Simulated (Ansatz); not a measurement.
# What hybrid functionals make of BaS

```
Ba S
1.0
     0.00000    3.19375    3.19375
     3.19375    0.00000    3.19375
     3.19375    3.19375    0.00000
Ba S
1 1
Direct
  0.50000 0.50000 0.50000
  0.00000 0.00000 0.00000
```

All runs: Ansatz, plane waves and PAW, scalar-relativistic (no spin–orbit coupling), 4×4×4 k-mesh, Gaussian smearing of 0.05 eV, no spin polarisation. Semilocal reference PBE: gap 2.20 eV, pressure 0.9 GPa. The hybrids carry no U.

(1) What gap and pressure does PBE0-type hybrid with an exact-exchange fraction of 0.15 give at this geometry?

(2) And the other functionals?

Answers

(1) Gap 3.16 eV, pressure 0.6 GPa.

(2) 
| functional | gap | pressure (GPa) | cutoff (eV) | core-seconds |
| --- | --- | --- | --- | --- |
| HSE06-type hybrid with a screening parameter of 0.4 Å⁻¹ | 2.74 eV | 0.5 | 420 | 25 |
| HSE06-type hybrid with an exact-exchange fraction of 0.35 and a screening parameter of 0.5 Å⁻¹ | 2.78 eV | 0.5 | 420 | 25 |
| HSE06 | 3.11 eV | 0.5 | 420 | 24 |
| PBE0-type hybrid with an exact-exchange fraction of 0.15 | 3.16 eV | 0.6 | 420 | 24 |
| PBE0-type hybrid with an exact-exchange fraction taken as 1/ε∞ | 3.54 eV | 0.5 | 420 | 39 |
| LC-wPBE | 7.93 eV | 0.1 | 420 | 34 |
| Hartree-Fock | 9.11 eV | 5.4 | 420 | 28 |

In the PBE0 form the gap grows almost linearly with the exact-exchange fraction, by 0.64 eV for each tenth. The dielectric-dependent PBE0 form takes the fraction 0.209 = 1/ε∞, that is ε∞ = 4.8. On shared hosts the hybrid runs at the reference's cutoff took roughly 20 to 32 times the core time of the semilocal one on the same mesh, with some more bands.

Caveats: core times come from shared hosts and scatter; functionals with much or all of the long-range exchange (Hartree–Fock, LC-wPBE, CAM-B3LYP) overshoot the gaps of most solids, bar the widest; gaps are read on a coarse mesh; stress loosely converged.

Exact exchange opens the gap of BaS because it lowers the filled, mainly S 3p valence states relative to the empty conduction states, which have strong Ba 5d character. Its range matters as much as its amount: HSE06 and the PBE0 form with a fraction of 0.15 nearly coincide at 3.11 and 3.16 eV, since screening removes the long-range part of the larger fraction. Agreement in the gap therefore doesn't single out one description of exchange. Tying the fraction to 1/ε∞ gives 3.54 eV and has the clearest physical basis, as the long-range exchange is then screened as in the crystal; even so, this value probably remains somewhat below the measured gap.

The pressure doesn't follow the gap. Hartree–Fock stands out at 5.4 GPa and favours a larger cell, probably because it lacks the correlation that helps bind the polarisable ions, whereas LC-wPBE keeps semilocal correlation and gives only 0.1 GPa despite its wide gap. The gap values alone don't establish whether the fundamental transition is direct or indirect.
